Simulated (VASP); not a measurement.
Runs of VASP 6.6.1 on PbS. The structure is trigonal, space group R3m (No. 160). Conventional cell: a = 4.225 Å, b = 4.225 Å, c = 10.356 Å, α = 90.00°, β = 90.00°, γ = 120.00°. Pb (site symmetry 3m) is surrounded by 6 S at 2.96 to 3.02 Å. S (site symmetry 3m) is surrounded by 6 Pb at 2.96 to 3.02 Å. The cell is a database's computed one.

| task | level | potentials or basis | spin | cell | k mesh | cutoff (eV) | smearing | atoms held fixed (from 0) | grid for exact exchange (PRECFOCK) | other keys | mesh quality | gap on the mesh (eV) | pressure (GPa) | largest force (eV/Å) |
| --- | --- | --- | --- | --- | --- | --- | --- | --- | --- | --- | --- | --- | --- | --- |
| single point | PBE | VASP PAW PBE potentials, release 54 (Pb_d, S) | off | as given | 8 × 8 × 8 | 520 | gaussian 0.05 eV | - | - | - | not flagged | 0.46 | (a) | 0.02 |
| single point | vdW-DF-cx | VASP PAW PBE potentials, release 64 (S, Pb) | off | as given | 8 × 8 × 8 | 500 | gaussian 0.01 eV | - | - | - | not flagged | 0.41 | -1.8 | (b) |
| relaxation of the atoms | BLYP+D3 | VASP PAW PBE potentials, release 64 (Pb_d, S) | SOC, no magnetisation | atoms relaxed from: atoms moved at random, drawn with an rms of 0.02 Å | 6 × 6 × 6 | 520 | gaussian 0.1 eV | [0] | - | - | not flagged | - | 2.4 | - |
| single point | PBE | VASP PAW PBE potentials, release 54 (S, Pb_d) | off | as given | 8 × 8 × 8 | 520 | gaussian 0.05 eV | - | - | - | not flagged | 0.46 | 0.9 | 0.02 |
| dielectric tensor | HSEsol | VASP PAW PBE potentials, release 64 (Pb_d, S) | off | as given | 4 × 4 × 4 | 520 | methfessel-paxton 0.1 eV | - | Fast | LASPH = no; ISMEAR = 1; SIGMA = 0.1 | coarse | 0.82 | - | - |

**Question.** Fill in the values left out.

**Answer.** (a) 0.8; (b) 0.03.

Caveats: some runs use coarse meshes; spin-orbit coupling is left out, which as a rule narrows the gap of such compounds by several tenths of an eV (some runs); the PAW data sets were made with another functional, which shifts forces and pressure a little (some runs); the relaxation stopped at its first step, so nothing moved (some runs).

A k mesh can miss the band edges, and rows without SOC leave out spin-orbit coupling on Pb.

The runs don't all hold the same shells in valence.
